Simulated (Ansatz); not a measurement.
How far is this In2O3 from the hull?

Level of theory: Ansatz 0.2.0, DFT PBE, scalar-relativistic, plane waves, PAW. All cells share a 420 eV cutoff and Γ-centred k meshes spaced at most about 0.3 Å⁻¹ (about 0.25 or finer for metals, 2π included). No spin polarisation.

Formation energies are uncorrected and refer to the elements' standard structures at the same level (O₂ as a molecule).

Temperature and zero-point effects are left out.

The competitors are the elements and 1 reference phase of this chemical system (from databases or known types: In2O3), relaxed at the same level; other known phases may be missing.

The candidate was reached from: random cell.

```
In O
1.0
     4.14229    0.00000    0.00000
     0.00000    4.14229    0.00000
     0.00000    0.00000    4.14229
In O
2 3
Direct
  0.50000 0.50000 0.50000
  0.00000 0.00000 0.00000
  0.00000 0.50000 0.50000
  0.50000 0.00000 0.50000
  0.50000 0.50000 0.00000
```

Task: Where does it stand against these competitors?

Result: Not the lowest form: another structure of the same formula lies lower. Its formation energy is -0.660 eV/atom. The lowest competing phase at this composition is this:

```json
{"phase": "In2O3", "space group": "Ia-3 (No. 206)", "source": "Materials Project", "share of atoms": "1.0000", "ΔE_f (eV/atom)": "-1.556"}
```

The candidate lies 0.90 eV/atom above this phase. The candidate matches no cell in the subsets of the Crystallography Open Database and the Materials Project at hand. A phase this far over the hull is unlikely to be made.
